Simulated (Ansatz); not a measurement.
A 12-atom cell of HfO₂ (Pca2_1) from a materials database, relaxed with r2SCAN. It is orthorhombic, Pca2_1 (No. 29); a = 5.247 Å, b = 5.030 Å, c = 5.059 Å in the conventional setting, 11.13 Å³ an atom. Hf has 7 O at 2.03–2.24 Å; O has 3 Hf at 2.03–2.14 Å; O has 4 Hf at 2.12–2.24 Å.

```cif
data_structure
_symmetry_space_group_name_H-M 'P 1'
_symmetry_Int_Tables_number 1
_cell_length_a 5.2465
_cell_length_b 5.0304
_cell_length_c 5.0593
_cell_angle_alpha 90.000
_cell_angle_beta 90.000
_cell_angle_gamma 90.000
_cell_volume 133.52
loop_
_atom_site_label
_atom_site_type_symbol
_atom_site_fract_x
_atom_site_fract_y
_atom_site_fract_z
_atom_site_occupancy
Hf1 Hf 0.03251 0.26702 0.24109 1
Hf2 Hf 0.46749 0.26702 0.74109 1
Hf3 Hf 0.53251 0.73298 0.24109 1
Hf4 Hf 0.96749 0.73298 0.74109 1
O1 O 0.36703 0.07001 0.38077 1
O2 O 0.13297 0.07001 0.88077 1
O3 O 0.73217 0.46109 0.49114 1
O4 O 0.76783 0.46109 0.99114 1
O5 O 0.26783 0.53891 0.99114 1
O6 O 0.23217 0.53891 0.49114 1
O7 O 0.86703 0.92999 0.38077 1
O8 O 0.63297 0.92999 0.88077 1
```

5 runs of Ansatz on this cell differ in the functional (and in the settings that go with it). Levels are in eV from each run's valence top; v1 is the last filled band, c1 the first empty one.

Run A, mean stress 0.0 GPa (compression positive):
```
point     v4     v3     v2     v1    c1    c2
    Γ  -0.70  -0.18  -0.06   0.00  5.46  5.72
    X  -0.69  -0.69  -0.38  -0.38  5.73  5.73
    S  -0.63  -0.63  -0.47  -0.47  5.22  5.22
    Y  -0.81  -0.41  -0.18  -0.12  5.06  5.42
    Z  -0.35  -0.35  -0.25  -0.25  5.16  5.16
    U  -0.69  -0.69  -0.69  -0.69  5.70  5.70
```

Run B, mean stress -8.6 GPa (compression positive):
```
point     v4     v3     v2     v1    c1    c2
    Γ  -0.71  -0.18  -0.06   0.00  4.74  5.00
    X  -0.69  -0.69  -0.38  -0.38  5.01  5.01
    S  -0.63  -0.63  -0.47  -0.47  4.54  4.54
    Y  -0.80  -0.40  -0.18  -0.13  4.35  4.72
    Z  -0.34  -0.34  -0.26  -0.26  4.47  4.47
    U  -0.69  -0.69  -0.69  -0.69  5.01  5.01
```

Run C, mean stress -0.1 GPa (compression positive):
```
point     v4     v3     v2     v1    c1    c2
    Γ  -0.71  -0.18  -0.05   0.00  6.63  6.95
    X  -0.72  -0.72  -0.39  -0.39  6.94  6.94
    S  -0.66  -0.66  -0.48  -0.48  6.36  6.36
    Y  -0.82  -0.42  -0.18  -0.13  6.23  6.61
    Z  -0.35  -0.35  -0.27  -0.27  6.33  6.33
    U  -0.72  -0.72  -0.72  -0.72  6.90  6.90
```

Run D, mean stress +1.2 GPa (compression positive):
```
point     v4     v3     v2     v1    c1    c2
    Γ  -0.70  -0.17  -0.05   0.00  6.88  7.19
    X  -0.71  -0.71  -0.38  -0.38  7.18  7.18
    S  -0.66  -0.66  -0.47  -0.47  6.62  6.62
    Y  -0.81  -0.41  -0.18  -0.12  6.47  6.86
    Z  -0.34  -0.34  -0.26  -0.26  6.58  6.58
    U  -0.71  -0.71  -0.71  -0.71  7.15  7.15
```

Run E, mean stress 0.0 GPa (compression positive):
```
point     v4     v3     v2     v1    c1    c2
    Γ  -0.70  -0.17  -0.04   0.00  7.40  7.73
    X  -0.72  -0.72  -0.39  -0.39  7.71  7.71
    S  -0.66  -0.66  -0.47  -0.47  7.13  7.13
    Y  -0.82  -0.42  -0.18  -0.12  6.99  7.38
    Z  -0.34  -0.34  -0.27  -0.27  7.10  7.10
    U  -0.72  -0.72  -0.72  -0.72  7.68  7.68
```

**Question.** Match the runs to LDA, r2SCAN, HSE06, DDH-PBE0, PBE0.

**Answer.** A is r2SCAN, B is LDA, C is HSE06, D is DDH-PBE0, E is PBE0. In order of the gap: LDA 4.24, r2SCAN 4.94, HSE06 6.08, DDH-PBE0 6.34, PBE0 6.85 eV.

Calculated for a static, non-magnetic cell.

Spin-orbit coupling is left out, which matters wherever the heavy atoms make up the band edges.

The program warns that its thresholds are loose for a hybrid's stress.

The meshes of the hybrids are coarse, so their gaps aren't converged to the digits shown.
